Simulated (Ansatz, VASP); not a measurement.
Sb: VASP beside Ansatz

```
CELL_PARAMETERS angstrom
3.02450 0.00000 0.00000
0.00000 3.02450 0.00000
0.00000 0.00000 3.02450
ATOMIC_POSITIONS crystal
Sb 0.00000 0.00000 0.00000
```

Alike in both runs: task single point; functional r2SCAN; k mesh 14 × 14 × 14; occupations gaussian, width 0.1 eV; no spin polarisation.

```csv
,VASP,Ansatz
version,VASP 6.6.1,Ansatz 0.2.0
potentials or method,"VASP PAW PBE potentials, release 64 (Sb)","scalar-relativistic, plane waves, PAW"
plane-wave cutoff (eV),520,500
valence electrons in the cell,5,15
```

VASP gave:

| Item | Value |
| --- | --- |
| gap on the k mesh at the Fermi level (eV) | none |
| pressure (GPa) | 4.2 |

**Question.** Estimate Ansatz's values.

**Answer.** gap on the k mesh at the Fermi level (eV): none; pressure (GPa): 4.1.

A gap of «none» marks a metal or a gap that the smearing closes. The two sets of potentials don't hold the same shells in valence.

Caveats: the PAW data sets were made with another functional, which shifts forces and pressure a little (VASP). The runs have no spin-orbit coupling, so splittings on Sb are missing.
